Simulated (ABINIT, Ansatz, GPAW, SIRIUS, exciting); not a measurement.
## Cu: programs and potentials compared

```
CELL_PARAMETERS angstrom
-1.41080 1.44162 1.36674
1.39194 -1.45455 1.36053
1.46098 1.50473 -1.38030
ATOMIC_POSITIONS crystal
Cu 0.01879 0.00286 0.01439
```

This isn't the form of Cu at room conditions, which is fcc.

The given cell was strained at random by a few per cent at fixed volume.

Alike in all runs: task single point; functional PBEsol; k mesh 13 × 13 × 13; occupations fermi-dirac, width 0.05 eV; no spin polarisation; no spin-orbit coupling. Pressure is positive in compression and, in plane waves, holds the error of the finite cutoff, which Ansatz's Pulay term estimates and takes out.

```tsv
program and potentials	plane-wave cutoff (eV)	notes	pressure (GPa)	energy over the undisturbed cell (meV/atom)
Ansatz, Ansatz PAW	420	potentials made for PBE, which Ansatz adapts in part; 19 valence electrons an atom on average; Pulay term of +0.12 GPa included	-1.04	4.72
Ansatz, all-electron LAPW, scalar-relativistic	-	-	-1.02	-
GPAW, PAW data sets generated for this functional	600	11 valence electrons an atom on average; this data set often lies off other programs	1.01	4.82
SIRIUS, PseudoDojo 0.4.1 PBEsol standard (scalar relativistic)	1254	19 valence electrons an atom on average	-1.33	4.91
exciting, all-electron LAPW+lo, shipped species files, valence relativity iora*	-	-	-	4.77
ABINIT, PseudoDojo NC SR PBEsol v0.4.1 standard	1252	19 valence electrons an atom on average	?	-
```

Estimate from the other rows what the run with ABINIT, PseudoDojo NC SR PBEsol v0.4.1 standard gave.

Pressure -1.32 GPa. The other rows, which needn't bracket it: pressure -1.33 to 1.01; energy over the undisturbed cell 4.72 to 4.91.
